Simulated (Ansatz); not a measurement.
LiF (P6_3mc) from a database of computed structures was relaxed with 5 functionals in the plane-wave code Ansatz, cell and atoms free, the symmetry of the start kept (meshes: PBE 12×12×6, r2SCAN 12×12×6, PBEsol 12×12×6, LDA 12×12×6, HSE06 6×6×4). Spin-unpolarised throughout; all numbers are computed.

The LDA result:
Space group P6_3mc (No. 186). a = 3.030 Å, b = 3.030 Å, c = 4.657 Å, α = 90.00°, β = 90.00°, γ = 120.00°
```json
{"atom": "Li", "site": "2b", "symmetry": "3m.", "x": "0.3333", "y": "0.6667", "z": "0.3840"}
{"atom": "F", "site": "2b", "symmetry": "3m.", "x": "0.3333", "y": "0.6667", "z": "0.9910"}
```

Space group P6_3mc (No. 186), hexagonal; conventional cell a = 3.030 Å, c = 4.657 Å, 9.26 Å³ an atom. Li is surrounded by 4 F at 1.82–1.83 Å; F is surrounded by 4 Li at 1.82–1.83 Å.

Question: How does the cell change with HSE06?

Answer: a = 3.087 Å, c = 4.839 Å; the volume differs by +7.9 % from LDA's. Li is surrounded by 4 F at 1.86–1.87 Å; F is surrounded by 4 Li at 1.86–1.87 Å.

Question: What lattice does PBEsol give?

Answer: a = 3.096 Å, c = 4.813 Å; the volume differs by +7.9 % from LDA's. Li is surrounded by 4 F at 1.86–1.88 Å; F is surrounded by 4 Li at 1.86–1.88 Å.

Question: Held at the r2SCAN cell, what mean stress do LDA and PBE find, and does its sign point to their own minimum?

Answer: Yes. LDA -3.44 GPa, and its relaxed volume is -5.9 % from r2SCAN's; PBE +3.00 GPa, and its relaxed volume is +5.4 % from r2SCAN's. Compression counts positive, so a positive stress asks for a larger cell.
